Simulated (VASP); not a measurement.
# PbS: convergence, self-consistent run

PbS, Fm-3m (no. 225), 2 atoms in the cell. HSE06; PAW potentials Pb_d, S (PBE set). VASP 6.6.1.

Wanted: energy within 2 meV/atom; gap on the mesh within 0.03 eV.

POSCAR:
```
PbS
1.0
    0.0000000000      2.9657500000      2.9657500000
    2.9657500000      0.0000000000      2.9657500000
    2.9657500000      2.9657500000      0.0000000000
Pb S
1 1
Direct
    0.0000000000      0.0000000000      0.0000000000
    0.5000000000      0.5000000000      0.5000000000
```

## How exact exchange is summed

| How exact exchange is summed | Energy less reference (meV/atom) | Gap on the mesh (eV) | Time (s) |
|---|---|---|---|
| default | 0.0 | 0.814 | 88 |
| NKREDX = 2 | -2.6 | 0.853 | 52 |
| NKREDY = 2 | -16.5 | 0.855 | 62 |
| NKREDZ = 2 | -43.1 | 0.848 | 59 |
| EVENONLY = T | -16.0 | 0.981 | 37 |
| ODDONLY = T | 21.4 | 0.689 | 46 |
| LMAXFOCK = 2 | 122.6 | 0.805 | 54 |
| LMAXFOCK = 6 | 0.0 | 0.814 | 81 |

## Question

For each series: keep the first row unless others stay within half of the tolerance and take at least 30 % less time, and then take the fastest.

## Answer

- how exact exchange is summed: default

## The input

INCAR.step1:
```
  PREC = Accurate
  ENCUT = 450
  EDIFF = 1E-5
  ISMEAR = 0
  SIGMA = 0.02
  LREAL = False
  LASPH = True
  ALGO = Normal
  NELM = 100
  ISIF = 2
  LWAVE = True
  LCHARG = False
  GGA = PE
```

INCAR.step2, as INCAR.step1 but for:
```
- EDIFF = 1E-5
- LWAVE = True
+ EDIFF = 1E-7
+ LWAVE = False
+ PRECFOCK = Fast
+ ISTART = 1
+ LHFCALC = True
+ HFSCREEN = 0.2
```

KPOINTS:
```
k-points
0
Gamma
  4 4 4
```

Commands (each step's output is kept before the next begins):
```
cat potpaw_PBE.64/Pb_d/POTCAR potpaw_PBE.64/S/POTCAR > POTCAR
cp INCAR.step1 INCAR
mpirun -np 1 vasp_std > vasp.out
cp INCAR.step2 INCAR
mpirun -np 1 vasp_std > vasp.out
```

The chosen input took VASP 6.6.1 88 s on 1 core (Intel Xeon 6975P-C (Granite Rapids)), a shared host.

## An input that fails: NKRED = 2 on an odd mesh

VASP's message: internal error in FOCK_FCC: number of k-points incorrect 1 27 2 2 2 If you are not a developer, you should not encounter this problem. Please submit a bug report.

k mesh: 4 × 4 × 4 becomes 3 × 3 × 3.

Changes against the starting input:
```
(all steps)
+ NKRED = 2
(KPOINTS)
-k-points
+Automatic mesh
-  4 4 4
+  3 3 3
+  0 0 0
```
